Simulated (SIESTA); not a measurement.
A run of SIESTA 5.4.2:

The input Sb.fdf:

```
SystemName                      Sb
SystemLabel                     Sb
NumberOfSpecies                 1
NumberOfAtoms                   4
%block ChemicalSpeciesLabel
  1  51 Sb
%endblock ChemicalSpeciesLabel

LatticeConstant                 1.0 Ang
%block LatticeVectors
    -4.0300106443     4.0300106443     2.0254867038
     4.0300106443    -4.0300106443     2.0254867038
     4.0300106443     4.0300106443    -2.0254867038
%endblock LatticeVectors
AtomicCoordinatesFormat         Fractional
%block AtomicCoordinatesAndAtomicSpecies
     0.6472410000     0.1486930000     0.8082950000  1  Sb
     0.1448940000     0.3458360000     0.4957410000  1  Sb
     0.3475800000     0.8502440000     0.1955210000  1  Sb
     0.8504480000     0.6478550000     0.4985030000  1  Sb
%endblock AtomicCoordinatesAndAtomicSpecies

%block kgrid.MonkhorstPack
    7   0   0  0.0
    0   7   0  0.0
    0   0   7  0.0
%endblock kgrid.MonkhorstPack
XC.Functional                   GGA
XC.Authors                      PBEsol
PAO.BasisSize                   DZP
PAO.EnergyShift                 0.003 Ry
Mesh.Cutoff                     500 Ry
OccupationFunction              FD
ElectronicTemperature           0.05 eV
MaxSCFIterations                120
SCF.MustConverge                false
SCF.Mixer.Method                Pulay
SCF.Mixer.Weight                0.25
SCF.Mixer.History               8
SCF.DM.Tolerance                5.0e-05
SCF.H.Tolerance                 1.0e-03 eV
WriteForces                     true
Charge.Mulliken                 end
%block PAO.Basis
  Sb 4
  n=5 0 2
    5.972 0.000
  n=5 1 2
    7.842 0.000
  n=4 2 2
    3.490 0.000
  n=5 2 1
    7.842
%endblock PAO.Basis
```

Potentials or basis: PseudoDojo 0.4 standard (PBEsol files), DZP (energy shift 0.003 Ry; two zetas on semicore shells).

Command:

```bash
$ siesta Sb.fdf > Sb.out 2>&1
```

Hardware: 1 thread of Arm Neoverse V2 (shared host).

Problem. How long does it take, and how much memory?

Solution. Wall time 82 s on 1 thread of Arm Neoverse V2 (shared host), peak memory 0.57 GiB. Counts: scf iterations 9, k points 172, bands 92.
